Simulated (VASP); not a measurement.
# Si (Fd-3m) in VASP: a series of runs, part 3 of 3

VASP 6.6.1. Earlier steps stand in the parts before.

### Step 4. Dielectric tensor, PBE

Input file INCAR:

```
PREC = Accurate
ENCUT = 650
EDIFF = 1E-8
ISMEAR = 0
SIGMA = 0.01
LREAL = False
LASPH = True
NELM = 100
ALGO = Normal
ISIF = 2
LWAVE = False
LCHARG = False
GGA = PE
LEPSILON = True
```

Input file KPOINTS:

```
Automatic mesh
0
Gamma
  4 4 4
```

Input file POSCAR:

```
Si
1.0
    0.0000000000      2.7218511865      2.7218511865
    2.7218511865      0.0000000000      2.7218511865
    2.7218511865      2.7218511865      0.0000000000
Si
2
Direct
    0.5000000000      0.5000000000      0.5000000000
    0.7500000000      0.7500000000      0.7500000000
```

Potentials or basis: VASP PAW PBE potentials, release 64 (Si).

On the command line:

```console
$ cat potpaw_PBE.64/Si/POTCAR > POTCAR
$ mpirun -np 1 vasp_std > vasp.out
```

OUTCAR:

```text
PREC = Accurate
   ENCUT = 650
   EDIFF = 1E-8
   ISMEAR = 0
   LREAL = False
   LASPH = True
   NELM = 100
   ISIF = 2
   GGA = PE
   LEPSILON = True

 Found      8 irreducible k-points:

 Following reciprocal coordinates:
            Coordinates               Weight
  0.000000  0.000000  0.000000      1.000000
  0.250000  0.000000  0.000000      8.000000
  0.500000  0.000000  0.000000      4.000000
  0.250000  0.250000  0.000000      6.000000
  0.500000  0.250000  0.000000     24.000000
 -0.250000  0.250000  0.000000     12.000000
   k-points           NKPTS =      8   k-points in BZ     NKDIM =      8   number of bands    NBANDS=      8
   number of dos      NEDOS =    301   number of ions     NIONS =      2
   total plane-waves  NPLWV =  32768
   dimension x,y,z NGX =    32 NGY =   32 NGZ =   32
   dimension x,y,z NGXF=    64 NGYF=   64 NGZF=   64
   ions per type =               2
   NGX,Y,Z   is equivalent  to a cutoff of  13.82, 13.82, 13.82 a.u.
   NGXF,Y,Z  is equivalent  to a cutoff of  27.64, 27.64, 27.64 a.u.
 SYSTEM =  unknown system
   PREC   = accura    normal or accurate (medium, high low for compatibility)
   ISTART =      0    job   : 0-new  1-cont  2-samecut
   ICHARG =      2    charge: 1-file 2-atom 10-const
   ISPIN  =      1    spin polarized calculation?
   LNONCOLLINEAR =      F non collinear calculations
   LSORBIT =      F    spin-orbit coupling
   LASPH  =      T    aspherical Exc in radial PAW
   ENCUT  =  650.0 eV  47.77 Ry    6.91 a.u.   8.00  8.00  8.00*2*pi/ulx,y,z
   NELM   =    100;   NELMIN=  2; NELMDL= -5     # of ELM steps
   EDIFF  = 0.1E-07   stopping-criterion for ELM
   LREAL  =      F    real-space projection
   EDIFFG = 0.1E-06   stopping-criterion for IOM
   NSW    =      0    number of steps for IOM
   IBRION =     -1    ionic relax: 0-MD 1-quasi-New 2-CG
   NFREE  =      0    steps in history (QN), initial steepest desc. (CG)
   ISIF   =      2    stress and relaxation
   ISYM   =      2    0-nonsym 1-usesym 2-fastsym
   POTIM  = 0.5000    time-step for ionic-motion
   TEBEG  =    0.0;   TEEND  =   0.0 temperature during run
   PSTRESS=    0.0 pullay stress
   NELECT =       8.0000    total number of electrons
   NUPDOWN=      -1.0000    fix difference up-down
   EMIN   =  10.00;   EMAX   =-10.00  energy-range for DOS
   EFERMI =   0.00;   METHOD = LEGACY
   ISMEAR =     0;   SIGMA  =   0.01  broadening in eV -4-tet -1-fermi 0-gaus
   EFERMI_NEDOS =   21; number of points for ismear=-14 and -15
   IALGO  =     38    algorithm
   IMIX   =      4    mixing-type and parameters
     AMIX     =   0.40;   BMIX     =  1.00
     AMIX_MAG =   1.60;   BMIX_MAG =  1.00
  volume/ion in A,a.u.               =      20.16       136.08
  Fermi-wavevector in a.u.,A,eV,Ry     =   0.954766  1.804247 12.402783  0.911579
  Thomas-Fermi vector in A             =   2.083543
   LORBIT       =      0    0 simple, 1 ext, 2 COOP (PROOUT), +10 PAW based schemes
   GGA     = PE    functional components
   LHFCALC =     F    Hartree Fock is set to
   AEXX    =    0.0000 exact exchange contribution
   IVDW    =     0    specifies the selected vdW correction
   LEPSILON=     T    determine dielectric tensor
   LRPA    =     F    only Hartree local field effects (RPA)
 non-spin polarized calculation
 Gauss-broadening in eV      SIGMA  =   0.01
  energy-cutoff  :      650.00
  volume of cell :       40.33
 maximum number of plane-waves:      1540
[... 82 lines left out ...]
  Direction    XX          YY          ZZ          XY          YZ          ZX
  --------------------------------------------------------------------------------------
  -------------------------------------------------------------------------------------
  Total        0.4739903      0.4739903      0.4739903     -0.0000000      0.0000000      0.0000000
  in kB       18.8302849     18.8302849     18.8302849     -0.0000000      0.0000000      0.0000000
  external PRESSURE =      18.8302849 kB  Pullay stress =       0.0000000 kB

 VOLUME and BASIS-vectors are now :
 -----------------------------------------------------------------------------
  energy-cutoff  :      650.00
  volume of cell :       40.33
      direct lattice vectors                 reciprocal lattice vectors
     0.000000000  2.721851186  2.721851186    -0.183698507  0.183698507  0.183698507
     2.721851186  0.000000000  2.721851186     0.183698507 -0.183698507  0.183698507
     2.721851186  2.721851186  0.000000000     0.183698507  0.183698507 -0.183698507

 POSITION                                       TOTAL-FORCE (eV/Angst)
 -----------------------------------------------------------------------------------
      2.72185      2.72185      2.72185        -0.000000     -0.000000     -0.000000
      4.08278      4.08278      4.08278         0.000000      0.000000      0.000000
 -----------------------------------------------------------------------------------
    total drift:                               -0.000000     -0.000000     -0.000000

  FREE ENERGIE OF THE ION-ELECTRON SYSTEM (eV)
  ---------------------------------------------------
  free  energy   TOTEN  =       -10.6611035524 eV

  energy  without entropy=      -10.6611035524  energy(sigma->0) =      -10.66110355

 HEAD OF MICROSCOPIC STATIC DIELECTRIC TENSOR (INDEPENDENT PARTICLE, excluding Hartree and local field effects)
 ------------------------------------------------------
          24.326194     0.000000     0.000000
           0.000000    24.326194    -0.000000
           0.000000     0.000000    24.326194
 ------------------------------------------------------

 Free energy of the ion-electron system (eV)
  ---------------------------------------------------
  ---------------------------------------------------
  free energy    TOTEN  =        -2.70412899 eV

  energy without entropy =       -2.70412899

------------------------ aborting loop because EDIFF is reached ----------------------------------------

--------------------------------------- Ionic step        2  -------------------------------------------

------------------------ aborting loop because EDIFF is reached ----------------------------------------

--------------------------------------- Ionic step        3  -------------------------------------------

 Free energy of the ion-electron system (eV)
  ---------------------------------------------------
  ---------------------------------------------------
  free energy    TOTEN  =        -2.70412900 eV

  energy without entropy =       -2.70412900

------------------------ aborting loop because EDIFF is reached ----------------------------------------

 PIEZOELECTRIC TENSOR FIELD DIRECTION 3  (e Angst)
 -----------------------------------------------------------------------------
     0.00675  0.00000  0.00000           (  0.00001  0.00000  0.00000)
     0.00000  0.00675  0.00000           (  0.00000  0.00001  0.00000)
     0.00000  0.00000 -0.01441           (  0.00000  0.00000 -0.00001)

 PIEZOELECTRIC TENSOR FIELD DIRECTION 3  (C/m^2)
 -----------------------------------------------------------------------------
     0.00268  0.00000  0.00000
     0.00000  0.00268  0.00000
     0.00000  0.00000 -0.00572

 MACROSCOPIC STATIC DIELECTRIC TENSOR (including local field effects in DFT)
 ------------------------------------------------------
          23.594650     0.000000     0.000000
           0.000000    23.594650     0.000000
           0.000000     0.000000    23.594650
 ------------------------------------------------------

 PIEZOELECTRIC TENSOR (including local field effects)  for field in x, y, z        (e  Angst)
          XX          YY          ZZ          XY          YZ          ZX
  --------------------------------------------------------------------------------
  x     0.00000     0.00000     0.00000     0.00000    -0.00000     0.00000
  y     0.00000     0.00000     0.00000     0.00000     0.00000     0.00000
  z     0.00000     0.00000     0.00000     0.00000     0.00000     0.00000

 PIEZOELECTRIC TENSOR (including local field effects)  for field in x, y, z        (C/m^2)
          XX          YY          ZZ          XY          YZ          ZX
  --------------------------------------------------------------------------------
  x     0.00000     0.00000     0.00000     0.00000    -0.00000     0.00000
  y     0.00000     0.00000     0.00000     0.00000     0.00000     0.00000
  z     0.00000     0.00000     0.00000     0.00000     0.00000     0.00000

 BORN EFFECTIVE CHARGES (including local field effects) (in |e|, cummulative output)
 ---------------------------------------------------------------------------------
 ion    1
    1    -0.00000     0.00000     0.00000
    2     0.00000     0.00000     0.00000
    3     0.00000     0.00000     0.00000
 ion    2
    1     0.00000     0.00000     0.00000
    2     0.00000    -0.00000     0.00000
    3     0.00000     0.00000    -0.00000
```

Run time: 21 s. Hardware: 1 thread of AMD EPYC 9R45 (Zen 5), shared host; peak memory 0.15 GiB.

These settings aren't checked as converged: the numbers below hold their error.

Results:

| Quantity | Value |
| --- | --- |
| Band gap on the k mesh | 0.71 eV, indirect (least direct gap 2.54 eV) |
| Electronic dielectric tensor (diagonal) | 23.59 |
| Born charges (mean of the diagonal) | Si +0.00 e |

Caveat: the k mesh is coarse (spacing up to 0.50 Å⁻¹), so the values aren't converged.

### Step 5. Dielectric tensor, PBE

Changes to INCAR since step 4:

```diff
@@ -1,3 +1,3 @@
 PREC = Accurate
-ENCUT = 650
+ENCUT = 520
 EDIFF = 1E-8
```

Input file KPOINTS:

```
Automatic mesh
0
Gamma
  5 5 5
```

POSCAR is that of step 4.

Potentials or basis: VASP PAW PBE potentials, release 64 (Si).

On the command line:

```console
$ cat potpaw_PBE.64/Si/POTCAR > POTCAR
$ mpirun -np 1 vasp_std > vasp.out
```

OUTCAR:

```text
PREC = Accurate
   ENCUT = 520
   EDIFF = 1E-8
   ISMEAR = 0
   LREAL = False
   LASPH = True
   NELM = 100
   ISIF = 2
   GGA = PE
   LEPSILON = True

 Found     10 irreducible k-points:

 Following reciprocal coordinates:
            Coordinates               Weight
  0.000000  0.000000  0.000000      1.000000
  0.200000  0.000000  0.000000      8.000000
  0.400000  0.000000  0.000000      8.000000
  0.200000  0.200000  0.000000      6.000000
  0.400000  0.200000  0.000000     24.000000
 -0.400000  0.200000  0.000000     24.000000
   k-points           NKPTS =     10   k-points in BZ     NKDIM =     10   number of bands    NBANDS=      8
   number of dos      NEDOS =    301   number of ions     NIONS =      2
   total plane-waves  NPLWV =  27000
   dimension x,y,z NGX =    30 NGY =   30 NGZ =   30
   dimension x,y,z NGXF=    60 NGYF=   60 NGZF=   60
   ions per type =               2
   NGX,Y,Z   is equivalent  to a cutoff of  12.96, 12.96, 12.96 a.u.
   NGXF,Y,Z  is equivalent  to a cutoff of  25.91, 25.91, 25.91 a.u.
 SYSTEM =  unknown system
   PREC   = accura    normal or accurate (medium, high low for compatibility)
   ISTART =      0    job   : 0-new  1-cont  2-samecut
   ICHARG =      2    charge: 1-file 2-atom 10-const
   ISPIN  =      1    spin polarized calculation?
   LNONCOLLINEAR =      F non collinear calculations
   LSORBIT =      F    spin-orbit coupling
   LASPH  =      T    aspherical Exc in radial PAW
   ENCUT  =  520.0 eV  38.22 Ry    6.18 a.u.   7.16  7.16  7.16*2*pi/ulx,y,z
   NELM   =    100;   NELMIN=  2; NELMDL= -5     # of ELM steps
   EDIFF  = 0.1E-07   stopping-criterion for ELM
   LREAL  =      F    real-space projection
   EDIFFG = 0.1E-06   stopping-criterion for IOM
   NSW    =      0    number of steps for IOM
   IBRION =     -1    ionic relax: 0-MD 1-quasi-New 2-CG
   NFREE  =      0    steps in history (QN), initial steepest desc. (CG)
   ISIF   =      2    stress and relaxation
   ISYM   =      2    0-nonsym 1-usesym 2-fastsym
   POTIM  = 0.5000    time-step for ionic-motion
   TEBEG  =    0.0;   TEEND  =   0.0 temperature during run
   PSTRESS=    0.0 pullay stress
   NELECT =       8.0000    total number of electrons
   NUPDOWN=      -1.0000    fix difference up-down
   EMIN   =  10.00;   EMAX   =-10.00  energy-range for DOS
   EFERMI =   0.00;   METHOD = LEGACY
   ISMEAR =     0;   SIGMA  =   0.01  broadening in eV -4-tet -1-fermi 0-gaus
   EFERMI_NEDOS =   21; number of points for ismear=-14 and -15
   IALGO  =     38    algorithm
   IMIX   =      4    mixing-type and parameters
     AMIX     =   0.40;   BMIX     =  1.00
     AMIX_MAG =   1.60;   BMIX_MAG =  1.00
  volume/ion in A,a.u.               =      20.16       136.08
  Fermi-wavevector in a.u.,A,eV,Ry     =   0.954766  1.804247 12.402783  0.911579
  Thomas-Fermi vector in A             =   2.083543
   LORBIT       =      0    0 simple, 1 ext, 2 COOP (PROOUT), +10 PAW based schemes
   GGA     = PE    functional components
   LHFCALC =     F    Hartree Fock is set to
   AEXX    =    0.0000 exact exchange contribution
   IVDW    =     0    specifies the selected vdW correction
   LEPSILON=     T    determine dielectric tensor
   LRPA    =     F    only Hartree local field effects (RPA)
 non-spin polarized calculation
 Gauss-broadening in eV      SIGMA  =   0.01
  energy-cutoff  :      520.00
  volume of cell :       40.33
 maximum number of plane-waves:      1103
[... 83 lines left out ...]
  Direction    XX          YY          ZZ          XY          YZ          ZX
  --------------------------------------------------------------------------------------
  -------------------------------------------------------------------------------------
  Total        0.3678980      0.3678980      0.3678980      0.0000000      0.0000000      0.0000000
  in kB       14.6155399     14.6155399     14.6155399      0.0000000      0.0000000      0.0000000
  external PRESSURE =      14.6155399 kB  Pullay stress =       0.0000000 kB

 VOLUME and BASIS-vectors are now :
 -----------------------------------------------------------------------------
  energy-cutoff  :      520.00
  volume of cell :       40.33
      direct lattice vectors                 reciprocal lattice vectors
     0.000000000  2.721851186  2.721851186    -0.183698507  0.183698507  0.183698507
     2.721851186  0.000000000  2.721851186     0.183698507 -0.183698507  0.183698507
     2.721851186  2.721851186  0.000000000     0.183698507  0.183698507 -0.183698507

 POSITION                                       TOTAL-FORCE (eV/Angst)
 -----------------------------------------------------------------------------------
      2.72185      2.72185      2.72185         0.000000      0.000000      0.000000
      4.08278      4.08278      4.08278        -0.000000     -0.000000     -0.000000
 -----------------------------------------------------------------------------------
    total drift:                                0.000000     -0.000000     -0.000000

  FREE ENERGIE OF THE ION-ELECTRON SYSTEM (eV)
  ---------------------------------------------------
  free  energy   TOTEN  =       -10.7836795770 eV

  energy  without entropy=      -10.7836795770  energy(sigma->0) =      -10.78367958

 HEAD OF MICROSCOPIC STATIC DIELECTRIC TENSOR (INDEPENDENT PARTICLE, excluding Hartree and local field effects)
 ------------------------------------------------------
          19.502120     0.000000     0.000000
           0.000000    19.502120    -0.000000
           0.000000     0.000000    19.502120
 ------------------------------------------------------

 Free energy of the ion-electron system (eV)
  ---------------------------------------------------
  ---------------------------------------------------
  free energy    TOTEN  =        -2.12708674 eV

  energy without entropy =       -2.12708674

------------------------ aborting loop because EDIFF is reached ----------------------------------------

--------------------------------------- Ionic step        2  -------------------------------------------

------------------------ aborting loop because EDIFF is reached ----------------------------------------

--------------------------------------- Ionic step        3  -------------------------------------------

 Free energy of the ion-electron system (eV)
  ---------------------------------------------------
  ---------------------------------------------------
  free energy    TOTEN  =        -2.12708673 eV

  energy without entropy =       -2.12708673

------------------------ aborting loop because EDIFF is reached ----------------------------------------

 PIEZOELECTRIC TENSOR FIELD DIRECTION 3  (e Angst)
 -----------------------------------------------------------------------------
     0.00548  0.00000  0.00000           (  0.00001  0.00000  0.00000)
     0.00000  0.00548  0.00000           (  0.00000  0.00001  0.00000)
     0.00000  0.00000 -0.01258           (  0.00000  0.00000 -0.00001)

 PIEZOELECTRIC TENSOR FIELD DIRECTION 3  (C/m^2)
 -----------------------------------------------------------------------------
     0.00218  0.00000  0.00000
     0.00000  0.00218  0.00000
     0.00000  0.00000 -0.00500

 MACROSCOPIC STATIC DIELECTRIC TENSOR (including local field effects in DFT)
 ------------------------------------------------------
          18.833264     0.000000     0.000000
           0.000000    18.833264     0.000000
          -0.000000     0.000000    18.833264
 ------------------------------------------------------

 PIEZOELECTRIC TENSOR (including local field effects)  for field in x, y, z        (e  Angst)
          XX          YY          ZZ          XY          YZ          ZX
  --------------------------------------------------------------------------------
  x    -0.00000     0.00000     0.00000     0.00000     0.00000    -0.00000
  y     0.00000    -0.00000     0.00000     0.00000     0.00000    -0.00000
  z     0.00000     0.00000    -0.00000     0.00000    -0.00000     0.00000

 PIEZOELECTRIC TENSOR (including local field effects)  for field in x, y, z        (C/m^2)
          XX          YY          ZZ          XY          YZ          ZX
  --------------------------------------------------------------------------------
  x    -0.00000     0.00000     0.00000     0.00000     0.00000    -0.00000
  y     0.00000    -0.00000     0.00000     0.00000     0.00000    -0.00000
  z     0.00000     0.00000    -0.00000     0.00000    -0.00000     0.00000

 BORN EFFECTIVE CHARGES (including local field effects) (in |e|, cummulative output)
 ---------------------------------------------------------------------------------
 ion    1
    1    -0.00000     0.00000    -0.00000
    2     0.00000    -0.00000     0.00000
    3    -0.00000    -0.00000    -0.00000
 ion    2
    1     0.00000    -0.00000     0.00000
    2    -0.00000     0.00000     0.00000
    3     0.00000     0.00000     0.00000
```

stdout:

```text
POSCAR found type information on POSCAR Si
 POSCAR found :  1 types and       2 ions
 scaLAPACK will be used
 LDA part: xc-table for (Slater+PW92), standard interpolation
 POSCAR, INCAR and KPOINTS ok, starting setup
 FFT: planning ... GRIDC
 FFT: planning ... GRID_SOFT
 FFT: planning ... GRID
 WAVECAR not read
 entering main loop
 Linear response reoptimize wavefunctions to high precision
 Linear response G [H, r] |phi>, progress :
  Direction:   1
 Linear response G [H, r] |phi>, progress :
  Direction:   2
 Linear response G [H, r] |phi>, progress :
  Direction:   3
 Linear response to external field (no local field effect), progress :
  Direction:   1
 dielectric tensor                  component  1 :    24.031    13.077     3.409
 Linear response to external field (no local field effect), progress :
  Direction:   2
 dielectric tensor                  component  2 :    13.077    24.058    -3.464
 Linear response to external field (no local field effect), progress :
  Direction:   3
 dielectric tensor                  component  3 :     3.409    -3.464    10.417
 Linear response to external field, progress :
  Direction:   1
 dielectric tensor                  component  1 :    18.833     9.644     3.243
 Linear response to external field, progress :
  Direction:   2
 dielectric tensor                  component  2 :     9.537    18.833    -3.278
 Linear response to external field, progress :
  Direction:   3
 dielectric tensor                  component  3 :     3.139     3.120    18.833
 Born effective charges drift removed
```

Wall time 24 s (1 thread of AMD EPYC 9R45 (Zen 5), shared host); peak memory 0.14 GiB.

The run converged, but some of its settings lie outside the range that counts as converged, so its numbers aren't taken as properties of the crystal.

Results:

```
Band gap on the k mesh                  : 0.59 eV, indirect (least direct gap 2.56 eV)
Electronic dielectric tensor (diagonal) : 18.83
Born charges (mean of the diagonal)     : Si +0.00 e
```

Caveat: the gap is small at this level, which inflates the dielectric constant; an odd mesh through Γ misses points on the zone boundary, where band edges often lie.

### Step 6. The reference run

An earlier run on the cell as given: functional PBE; potentials or basis VASP PAW PBE potentials, release 64 (Si); cutoff 520 eV; k mesh 8 × 8 × 8; occupations fermi-dirac, width 0.05 eV; no spin polarisation.

* Pressure: 1.3 GPa
* Band gap on the k mesh: 0.63 eV, indirect (least direct gap 2.56 eV)
